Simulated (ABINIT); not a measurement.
ZnS (Wurtzite-2H): single point with PBEsol

**The experiment to reproduce.**

From a printed reference work, monograph, for a bulk crystal of ZnS at 4 K: band gap 3.911 eV (direct).

The system is ZnS (Wurtzite-2H).

```
CELL_PARAMETERS angstrom
3.81100 0.00000 0.00000
-1.90550 3.30042 0.00000
0.00000 0.00000 6.23400
ATOMIC_POSITIONS crystal
Zn 0.66667 0.33333 0.50000
Zn 0.33333 0.66667 0.00000
S 0.66667 0.33333 0.88500
S 0.33333 0.66667 0.38500
```

```yaml
Program: ABINIT 10.8.3 (patched build)
Task: single point
Functional: PBEsol
Potentials_or_basis: PseudoDojo NC SR PBEsol v0.4.1 standard
Cutoff: 1034 eV
k_mesh: 6 × 6 × 4
Occupations: fermi-dirac, width 0.05 eV
Spin: no spin polarisation
```

- Pressure: -1.8 GPa
- Largest force: 0.307 eV/Å
- Band gap on the k mesh: 2.11 eV, direct
- Valence electrons inside the program's atomic spheres: Zn 18.13; S 3.93

Forces in eV/Å, atoms in the order of the input:
```
Zn   0.000  0.000  0.307
Zn   0.000  0.000  0.307
S    0.000  0.000 -0.307
S    0.000  0.000 -0.307
```

Stress tensor (GPa, compression positive):
```
-1.13  0.00  0.00
 0.00 -1.13  0.00
 0.00  0.00 -2.99
```

Levels at points of the mesh, in eV from the valence-band top:
| k point | band 23 | band 24 | band 25 | band 26 | band 27 | band 28 | band 29 | band 30 |
| --- | --- | --- | --- | --- | --- | --- | --- | --- |
| (0.00, 0.00, 0.00) | -0.87 | -0.01 | -0.01 | 0.00 | 2.11 | 2.88 | 6.18 | 6.18 |
| (0.50, 0.00, 0.00) | -3.20 | -2.28 | -1.59 | -0.99 | 3.48 | 4.16 | 5.04 | 7.01 |
| (0.00, 0.00, 0.50) | -0.46 | -0.46 | -0.46 | -0.46 | 3.40 | 3.40 | 6.61 | 6.61 |
| (0.50, 0.00, 0.50) | -1.68 | -1.68 | -1.55 | -1.55 | 3.48 | 3.48 | 5.02 | 5.02 |

It took 57 s on 4 MPI ranks on Arm Neoverse V1 (shared host), peak memory 0.4 GiB a rank.

A measured gap of ZnS is 3.911 eV (direct; 4 K; a printed reference work, monograph); the calculated 2.11 eV misses it by -1.80 eV. The value is that of PBEsol, without temperature or zero-point motion. Semilocal functionals fall short of measured gaps as a rule.
